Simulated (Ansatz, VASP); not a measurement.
## P: VASP beside Ansatz

```
P
1.0
     1.64774   -5.46504    0.00000
     1.64774    5.46504    0.00000
     0.00000    0.00000    4.54364
P
4
Direct
  0.91262 0.10718 0.59324
  0.09423 0.90635 0.41410
  0.59181 0.40672 0.09350
  0.40068 0.58277 0.90595
```

Change from the starting cell: atoms moved at random, drawn with an rms of 0.05 Å.

Alike in both runs: task single point; functional PBEsol; k mesh 8 × 8 × 6; occupations fermi-dirac, width 0.05 eV; no spin polarisation.

```csv
,VASP,Ansatz
version,VASP 6.6.1,Ansatz 0.2.0
potentials or method,"VASP PAW PBE potentials, release 64 (P)",Ansatz PAW
plane-wave cutoff (eV),520,420
valence electrons in the cell,20,20
```

VASP gave:

- gap on the k mesh at the Fermi level (eV): 0.24
- least direct gap on the mesh (eV): 0.24
- pressure (GPa): 1.3
- largest component of the traceless stress (GPa): 1.73
- rms of the force components (eV/Å): 0.563

Q: What did Ansatz give for the same quantities?

A: gap on the k mesh at the Fermi level (eV): 0.24; least direct gap on the mesh (eV): 0.24; pressure (GPa): 1.4; largest component of the traceless stress (GPa): 1.74; rms of the force components (eV/Å): 0.571.

Atom by atom the forces differ by 0.012 eV/Å (rms over components). The functional is the same, so the differences come from potentials, cutoffs and numerics.

Caveats: the PAW data sets were made with another functional, which shifts forces and pressure a little (VASP); the PAW data sets come from PBE, with cores solved anew for the run's functional, which leaves a small shift of forces and pressure (Ansatz). A k mesh can miss the band edges.
